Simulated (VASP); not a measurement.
# ZnS (P6_3mc) in VASP: a series of runs, part 2 of 2

VASP 6.6.1. Earlier steps stand in the parts before.

### Step 3. Single point, RPBE+D3(BJ)

This run uses another cell than the first one, of 18.42 Å³/atom.

The input, INCAR:

```
ALGO     = Normal         # electronic algorithm
EDIFF    = 1E-6           # SCF threshold, eV
ENCUT    = 520            # plane-wave cutoff, eV
GGA      = RP             # functional
ISIF     = 2              # what is computed and relaxed
ISMEAR   = -1             # smearing method
IVDW     = 12             # dispersion correction
LASPH    = True           # aspherical terms in the spheres
LCHARG   = False          # write CHGCAR
LREAL    = False          # projectors in reciprocal space
LWAVE    = False          # write WAVECAR
NBANDS   = 66             # bands
NELM     = 100            # most SCF steps
PREC     = Accurate       # precision mode
SIGMA    = 0.05           # smearing width, eV
```

The input, KPOINTS:

```
k-points
0
Gamma
  8 8 2
```

The input, POSCAR:

```
ZnS
1.0
    3.7341822464      0.0000000000      0.0000000000
   -1.8670911232      3.2338966877      0.0000000000
    0.0000000000      0.0000000000     18.3084545760
Zn S
6 6
Direct
    0.3333333333      0.6666666667      0.8333300000
    0.6666666667      0.3333333333      0.3333300000
    0.6666666667      0.3333333333      0.6666700000
    0.3333333333      0.6666666667      0.1666700000
    0.0000000000      0.0000000000      0.5000000000
    0.0000000000      0.0000000000      0.0000000000
    0.3333333333      0.6666666667      0.9583300000
    0.6666666667      0.3333333333      0.4583300000
    0.6666666667      0.3333333333      0.7916700000
    0.3333333333      0.6666666667      0.2916700000
    0.0000000000      0.0000000000      0.6250000000
    0.0000000000      0.0000000000      0.1250000000
```

Potentials or basis: VASP PAW PBE potentials, release 64 (Zn, S).

Run with:

```console
$ cat potpaw_PBE.64/Zn/POTCAR potpaw_PBE.64/S/POTCAR > POTCAR
$ mpirun -np 1 vasp_std > vasp.out
```

OUTCAR:

```text
EDIFF = 1E-6
   ENCUT = 520
   GGA = RP
   ISIF = 2
   ISMEAR = -1
   IVDW = 12
   LASPH = True
   LREAL = False
   NELM = 100
   PREC = Accurate
 IVDW          = 12

 ion  position               nearest neighbor table
   1  0.333  0.667  0.833-   9 2.29   9 2.29   9 2.29   7 2.29
   2  0.667  0.333  0.333-  10 2.29  10 2.29  10 2.29   8 2.29
   3  0.667  0.333  0.667-  11 2.29  11 2.29  11 2.29   9 2.29
   4  0.333  0.667  0.167-  12 2.29  12 2.29  12 2.29  10 2.29
   5  0.000  0.000  0.500-   8 2.29   8 2.29   8 2.29  11 2.29
   6  0.000  0.000  0.000-   7 2.29   7 2.29   7 2.29  12 2.29
   7  0.333  0.667  0.958-   6 2.29   6 2.29   6 2.29   1 2.29
   8  0.667  0.333  0.458-   5 2.29   5 2.29   5 2.29   2 2.29
   9  0.667  0.333  0.792-   1 2.29   1 2.29   1 2.29   3 2.29
  10  0.333  0.667  0.292-   2 2.29   2 2.29   2 2.29   4 2.29
  11  0.000  0.000  0.625-   3 2.29   3 2.29   3 2.29   5 2.29
  12  0.000  0.000  0.125-   4 2.29   4 2.29   4 2.29   6 2.29

  LATTYP: Found a hexagonal cell.
 ALAT       =     3.7341822464
 C/A-ratio  =     4.9029354670

  Lattice vectors:

 A1 = (   3.7341822464,   0.0000000000,   0.0000000000)
 A2 = (  -1.8670911232,   3.2338966877,   0.0000000000)
 A3 = (   0.0000000000,   0.0000000000,  18.3084545760)

Analysis of symmetry for initial positions (statically):
=====================================================================
 Subroutine PRICEL returns:
 Original cell was already a primitive cell.

 Routine SETGRP: Setting up the symmetry group for a
 hexagonal supercell.

 Subroutine GETGRP returns: Found 12 space group operations
 (whereof  6 operations were pure point group operations)
 out of a pool of 24 trial point group operations.

The static configuration has the point symmetry C_3v.
 The point group associated with its full space group is C_6v.

Analysis of symmetry for dynamics (positions and initial velocities):
=====================================================================
 Subroutine PRICEL returns:
 Original cell was already a primitive cell.

 Routine SETGRP: Setting up the symmetry group for a
 hexagonal supercell.

 Subroutine GETGRP returns: Found 12 space group operations
 (whereof  6 operations were pure point group operations)
 out of a pool of 24 trial point group operations.

The dynamic configuration has the point symmetry C_3v.
 The point group associated with its full space group is C_6v.

 Subroutine INISYM returns: Found 12 space group operations
 (whereof  6 operations are pure point group operations),
 and found     1 'primitive' translations

----------------------------------------------------------------------------------------

                                     Primitive cell

  volume of cell :     221.0922

  direct lattice vectors                    reciprocal lattice vectors
     3.734182246  0.000000000  0.000000000     0.267796249  0.154612237  0.000000000
    -1.867091123  3.233896688  0.000000000     0.000000000  0.309224473  0.000000000
[... 80 lines left out ...]
  0.250000  0.250000  0.500000      6.000000
  0.375000  0.250000  0.500000      6.000000
   k-points           NKPTS =     20   k-points in BZ     NKDIM =     20   number of bands    NBANDS=     66
   number of dos      NEDOS =    301   number of ions     NIONS =     12
   total plane-waves  NPLWV = 109760
   dimension x,y,z NGX =    28 NGY =   28 NGZ =  140
   dimension x,y,z NGXF=    56 NGYF=   56 NGZF=  280
   ions per type =               6   6
   NGX,Y,Z   is equivalent  to a cutoff of  12.47, 12.47, 12.71 a.u.
   NGXF,Y,Z  is equivalent  to a cutoff of  24.93, 24.93, 25.42 a.u.
 SYSTEM =  unknown system
   PREC   = accura    normal or accurate (medium, high low for compatibility)
   ISTART =      0    job   : 0-new  1-cont  2-samecut
   ICHARG =      2    charge: 1-file 2-atom 10-const
   ISPIN  =      1    spin polarized calculation?
   LNONCOLLINEAR =      F non collinear calculations
   LSORBIT =      F    spin-orbit coupling
   LASPH  =      T    aspherical Exc in radial PAW
   ENCUT  =  520.0 eV  38.22 Ry    6.18 a.u.   6.94  6.94 34.04*2*pi/ulx,y,z
   NELM   =    100;   NELMIN=  2; NELMDL= -5     # of ELM steps
   EDIFF  = 0.1E-05   stopping-criterion for ELM
   LREAL  =      F    real-space projection
   EDIFFG = 0.1E-04   stopping-criterion for IOM
   NSW    =      0    number of steps for IOM
   IBRION =     -1    ionic relax: 0-MD 1-quasi-New 2-CG
   NFREE  =      0    steps in history (QN), initial steepest desc. (CG)
   ISIF   =      2    stress and relaxation
   ISYM   =      2    0-nonsym 1-usesym 2-fastsym
   POTIM  = 0.5000    time-step for ionic-motion
   TEBEG  =    0.0;   TEEND  =   0.0 temperature during run
   PSTRESS=    0.0 pullay stress
   NELECT =     108.0000    total number of electrons
   NUPDOWN=      -1.0000    fix difference up-down
   EMIN   =  10.00;   EMAX   =-10.00  energy-range for DOS
   EFERMI =   0.00;   METHOD = LEGACY
   ISMEAR =    -1;   SIGMA  =   0.05  broadening in eV -4-tet -1-fermi 0-gaus
   EFERMI_NEDOS =   21; number of points for ismear=-14 and -15
   IALGO  =     38    algorithm
   IMIX   =      4    mixing-type and parameters
     AMIX     =   0.40;   BMIX     =  1.00
     AMIX_MAG =   1.60;   BMIX_MAG =  1.00
  volume/ion in A,a.u.               =      18.42       124.33
  Fermi-wavevector in a.u.,A,eV,Ry     =   1.289313  2.436448 22.617340  1.662328
  Thomas-Fermi vector in A             =   2.421213
   LORBIT       =      0    0 simple, 1 ext, 2 COOP (PROOUT), +10 PAW based schemes
   GGA     = RP    functional components
   LHFCALC =     F    Hartree Fock is set to
   AEXX    =    0.0000 exact exchange contribution
   IVDW    =    12    specifies the selected vdW correction
   LEPSILON=     F    determine dielectric tensor
   LRPA    =     F    only Hartree local field effects (RPA)
 non-spin polarized calculation
  energy-cutoff  :      520.00
  volume of cell :      221.09
 maximum number of plane-waves:      5980
 NGX is ok and might be reduce to    28
   NGX = 13   NGY = 13   NGZ = 69

 number of electron     108.0000000 magnetization

 Free energy of the ion-electron system (eV)
  ---------------------------------------------------
  ext. energy  EPLUGINS =         0.00000000
  ---------------------------------------------------
  free energy    TOTEN  =       -36.31456497 eV

  energy without entropy =      -36.31456497  energy(sigma->0) =      -36.31456497

 E-fermi :   3.9316     XC(G=0):  -9.7475

 val. band max:        2.8855201098   @ k =   0.0000   0.0000   0.0000
 cond. band min:       5.4964387614   @ k =   0.0000   0.0000   0.0000
 fundamental gap:      2.6109186516
 Fermi energy:         3.9315857212

 k-point     1 :       0.0000    0.0000    0.0000
  band No.  band energies     occupation
      1     -10.7492      2.00000
      2     -10.5268      2.00000
      3     -10.5180      2.00000
      4     -10.0080      2.00000
      5      -9.9993      2.00000
      6      -9.6997      2.00000
[... 1369 lines left out ...]
     65       9.6811      0.00000
     66       9.6811      0.00000

------------------------ aborting loop because EDIFF is reached ----------------------------------------

 Edisp (eV)  -14.42243

 E8    (eV) :    -8.2163

  FORCE on cell =-STRESS in cart. coord.  units (eV):
  Direction    XX          YY          ZZ          XY          YZ          ZX
  --------------------------------------------------------------------------------------
  -------------------------------------------------------------------------------------
  Total      -1.56287    -1.56287    -1.63438     0.00000     0.00000     0.00000
  in kB     -11.32554   -11.32554   -11.84376     0.00000     0.00000     0.00000
  external pressure =      -11.50 kB  Pullay stress =        0.00 kB

 VOLUME and BASIS-vectors are now :
 -----------------------------------------------------------------------------
  energy-cutoff  :      520.00
  volume of cell :      221.09
      direct lattice vectors                 reciprocal lattice vectors
     3.734182246  0.000000000  0.000000000     0.267796249  0.154612237  0.000000000
    -1.867091123  3.233896688  0.000000000     0.000000000  0.309224473  0.000000000
     0.000000000  0.000000000 18.308454576     0.000000000  0.000000000  0.054619575

 POSITION                                       TOTAL-FORCE (eV/Angst)
 -----------------------------------------------------------------------------------
     -0.00000      2.15593     15.25698        -0.000000      0.000000      0.005968
      1.86709      1.07797      6.10276         0.000000      0.000000      0.005968
      1.86709      1.07797     12.20570         0.000000     -0.000000      0.004135
     -0.00000      2.15593      3.05147        -0.000000      0.000000      0.004135
      0.00000      0.00000      9.15423         0.000000      0.000000     -0.001059
      0.00000      0.00000      0.00000        -0.000000      0.000000     -0.001059
     -0.00000      2.15593     17.54554        -0.000000      0.000000     -0.019858
      1.86709      1.07797      8.39131         0.000000      0.000000     -0.019858
      1.86709      1.07797     14.49425         0.000000      0.000000     -0.011243
     -0.00000      2.15593      5.34003         0.000000     -0.000000     -0.011243
      0.00000      0.00000     11.44278         0.000000      0.000000      0.022057
      0.00000      0.00000      2.28856         0.000000      0.000000      0.022057
 -----------------------------------------------------------------------------------
    total drift:                               -0.000002     -0.000004     -0.000149

  FREE ENERGIE OF THE ION-ELECTRON SYSTEM (eV)
  ---------------------------------------------------
  free  energy   TOTEN  =       -50.7369941496 eV

  energy  without entropy=      -50.7369941495  energy(sigma->0) =      -50.73699415
```

Wall time 17 min (1 thread of Intel Xeon 8259CL, shared host); peak memory 0.43 GiB.

Results:

- Free energy: -50.7370 eV
- Pressure: -1.1 GPa
- Largest force: 0.022 eV/Å
- Band gap on the k mesh: 2.61 eV
- Dispersion energy per atom: -1.202 eV

Forces on the atoms (eV/Å):
```
Zn   0.000  0.000  0.006
Zn   0.000  0.000  0.006
Zn   0.000  0.000  0.004
Zn   0.000  0.000  0.004
Zn   0.000  0.000 -0.001
Zn   0.000  0.000 -0.001
S    0.000  0.000 -0.020
S    0.000  0.000 -0.020
S    0.000  0.000 -0.011
S    0.000  0.000 -0.011
S    0.000  0.000  0.022
S    0.000  0.000  0.022
```

Caveat: the dispersion term is far too large for a dense solid, which distorts pressure and volume; the PAW data sets were made with another functional, which shifts forces and pressure a little.

### Step 4. Single point, PBE exchange alone

This run uses another cell than the first one, of 18.42 Å³/atom.

The input, INCAR:

```
AGGAC = 0.0
ALDAC = 0.0
ALGO = Normal
EDIFF = 1E-6
ENCUT = 520
GGA = PE
ISIF = 2
ISMEAR = -1
LASPH = T
LCHARG = F
LREAL = F
LWAVE = F
NBANDS = 66
NELM = 100
PREC = Accurate
SIGMA = 0.05
```

KPOINTS is that of step 3.

POSCAR is that of step 3.

Run with:

```console
$ cat potpaw_PBE.64/Zn/POTCAR potpaw_PBE.64/S/POTCAR > POTCAR
$ mpirun -np 1 vasp_std > vasp.out
```

Wall time 10 min (1 thread of Intel Xeon 8259CL, shared host); peak memory 0.41 GiB.

It converged, with:

```
Free energy            : -25.2081 eV
Pressure               : 19.6 GPa
Largest force          : 0.056 eV/Å
Band gap on the k mesh : 2.51 eV
```

Forces on the atoms (eV/Å):
```
Zn   0.000  0.000  0.008
Zn   0.000  0.000  0.008
Zn   0.000  0.000  0.042
Zn   0.000  0.000  0.042
Zn   0.000  0.000 -0.004
Zn   0.000  0.000 -0.004
S    0.000  0.000 -0.056
S    0.000  0.000 -0.056
S    0.000  0.000 -0.012
S    0.000  0.000 -0.012
S    0.000  0.000  0.022
S    0.000  0.000  0.022
```

Stress tensor (GPa, compression positive):
```
19.55  0.00  0.00
 0.00 19.55  0.00
 0.00  0.00 19.75
```

Levels at points of the mesh, in eV from the valence-band top:
```csv
k point,band 51,band 52,band 53,band 54,band 55,band 56,band 57,band 58
"(0.00, 0.00, 0.00)",-0.27,-0.03,0.00,0.00,2.51,3.39,3.51,3.53
"(0.50, 0.00, 0.00)",-1.40,-1.39,-1.20,-0.97,3.53,3.60,3.70,3.99
"(0.00, 0.00, 0.50)",-0.08,-0.08,-0.08,-0.08,2.97,2.97,3.44,3.44
"(0.50, 0.00, 0.50)",-1.33,-1.33,-1.09,-1.09,3.44,3.44,3.92,3.92
```

Caveat: the cell stands under pressure.

### Step 5. Relaxation of cell and atoms, revPBE+D4

This run uses another cell than the first one, of 19.60 Å³/atom.

The input, INCAR:

```
SYSTEM = ZnS
PREC = Accurate
ENCUT = 600
EDIFF = 1E-6
ISMEAR = -1
SIGMA = 0.05
LREAL = .False.
LASPH = .True.
NELM = 60
ALGO = Normal
ISIF = 3
LWAVE = .False.
LCHARG = .False.
GGA = RE
IVDW = 13
IBRION = 2
NSW = 60
EDIFFG = -0.01
```

The input, KPOINTS:

```
regular mesh
0
Gamma
  8 8 2
  0 0 0
```

Edit POSCAR of step 4 so:

```diff
@@ -2,5 +2,5 @@
 1.0
-    3.7341822464      0.0000000000      0.0000000000
-   -1.8670911232      3.2338966877      0.0000000000
-    0.0000000000      0.0000000000     18.3084545760
+    3.8120000000      0.0000000000      0.0000000000
+   -1.9060000000      3.3012888392      0.0000000000
+    0.0000000000      0.0000000000     18.6899900000
 Zn S
```

Run with:

```console
$ cat potpaw_PBE.64/Zn/POTCAR potpaw_PBE.64/S/POTCAR > POTCAR
$ mpirun -np 1 vasp_std > vasp.out
```

Run time: 24 min. Hardware: 1 thread of AMD EPYC 9R45 (Zen 5), shared host; peak memory 0.52 GiB.

The run converged. Its results:

| Item | Value |
| --- | --- |
| Free energy | -44.2482 eV |
| Relaxed volume | 19.27 Å³/atom |
| Relaxed cell | a = 3.789 Å, b = 3.789 Å, c = 18.594 Å, α = 90.00°, β = 90.00°, γ = 120.00° |
| Space group after relaxing (to 0.1 Å) | P6_3mc (No. 186) |
| Energy gained by relaxing | 1.4 meV/atom |
| Ionic steps | 7 |
| Pressure after relaxing | 0.0 GPa |
| Largest force after relaxing | 0.009 eV/Å |
| Band gap on the k mesh | 2.36 eV |
| Dispersion energy per atom | -0.570 eV |

Forces on the atoms (eV/Å):
```
Zn   0.000  0.000 -0.009
Zn   0.000  0.000 -0.009
Zn   0.000  0.000  0.006
Zn   0.000  0.000  0.006
Zn   0.000  0.000  0.007
Zn   0.000  0.000  0.007
S    0.000  0.000  0.000
S    0.000  0.000  0.000
S    0.000  0.000  0.003
S    0.000  0.000  0.003
S    0.000  0.000 -0.007
S    0.000  0.000 -0.007
```

Step by step:
| step | energy change (eV) | largest force (eV/Å) | pressure (GPa) | volume (Å³) |
| --- | --- | --- | --- | --- |
| 1 | 0.0000 | 0.0305 | -1.24 | 235.20 |
| 2 | -0.0151 | 0.0210 | 0.37 | 230.07 |
| 3 | -0.0164 | 0.0231 | 0.01 | 231.14 |
| 4 | -0.0164 | 0.0232 | -0.01 | 231.22 |
| 5 | -0.0165 | 0.0146 | -0.01 | 231.22 |
| 6 | -0.0165 | 0.0107 | -0.01 | 231.22 |
| 7 | -0.0165 | 0.0086 | -0.01 | 231.23 |

Final structure:
```
CELL_PARAMETERS angstrom
3.78934 0.00000 0.00000
-1.89467 3.28166 0.00000
0.00000 0.00000 18.59435
ATOMIC_POSITIONS crystal
Zn 0.33333 0.66667 0.83330
Zn 0.66667 0.33333 0.33330
Zn 0.66667 0.33333 0.66681
Zn 0.33333 0.66667 0.16681
Zn 0.00000 0.00000 0.50000
Zn 0.00000 0.00000 0.00000
S 0.33333 0.66667 0.95812
S 0.66667 0.33333 0.45812
S 0.66667 0.33333 0.79165
S 0.33333 0.66667 0.29165
S 0.00000 0.00000 0.62513
S 0.00000 0.00000 0.12513
```

Levels at points of the mesh, in eV from the valence-band top:
| k point | band 51 | band 52 | band 53 | band 54 | band 55 | band 56 | band 57 | band 58 |
| --- | --- | --- | --- | --- | --- | --- | --- | --- |
| (0.00, 0.00, 0.00) | -0.25 | -0.03 | 0.00 | 0.00 | 2.36 | 3.35 | 3.42 | 3.47 |
| (0.50, 0.00, 0.00) | -1.30 | -1.29 | -1.12 | -0.90 | 3.54 | 3.65 | 3.69 | 3.97 |
| (0.00, 0.00, 0.50) | -0.07 | -0.07 | -0.07 | -0.07 | 2.83 | 2.83 | 3.40 | 3.40 |
| (0.50, 0.00, 0.50) | -1.25 | -1.25 | -1.01 | -1.01 | 3.46 | 3.46 | 3.94 | 3.94 |

Caveat: the PAW data sets were made with another functional, which shifts forces and pressure a little.

### Step 6. Summary

| task | level | cell | cutoff (eV) | gap on the mesh (eV) | pressure (GPa) | largest force (eV/Å) |
| --- | --- | --- | --- | --- | --- | --- |
| single point | revPBE+D4 | a = 3.786, b = 3.786, c = 18.585 Å, angles 90.0, 90.0, 120.0°, 12 atoms, atomic positions A | 520 | 2.37 | 0.1 | - |
| single point | RPBE+D3(BJ) | a = 3.734, b = 3.734, c = 18.308 Å, angles 90.0, 90.0, 120.0°, 12 atoms, atomic positions B | 520 | 2.61 | -1.1 | 0.02 |
| single point | PBE exchange alone | a = 3.734, b = 3.734, c = 18.308 Å, angles 90.0, 90.0, 120.0°, 12 atoms, atomic positions B | 520 | 2.51 | 19.6 | 0.06 |
| relaxation of cell and atoms | revPBE+D4 | relaxed from a = 3.812, b = 3.812, c = 18.690 Å, angles 90.0, 90.0, 120.0°, 12 atoms, atomic positions B | 600 | 2.36 | 0.0 | 0.01 |

Alike in all rows: potentials or basis VASP PAW PBE potentials, release 64 (Zn, S); no spin polarisation; k mesh 8 × 8 × 2; smearing fermi-dirac 0.05 eV.

Caveats: the PAW data sets were made with another functional, which shifts forces and pressure a little (at least some runs); the dispersion term is far too large for a dense solid, which distorts pressure and volume (at least some runs); the cell stands under pressure (at least some runs).

Absolute energies hang on the potentials; compare differences alone.

### Step 7. How close it comes

Step 2. Against the measured gap of ZnS, 3.911 eV (direct; 4 K; a printed reference work, monograph), the calculated 2.37 eV is off by -1.54 eV. The value is that of revPBE+D4 on a finite k mesh, which can miss the band edges, without temperature or zero-point motion. Semilocal functionals fall short of measured gaps as a rule.
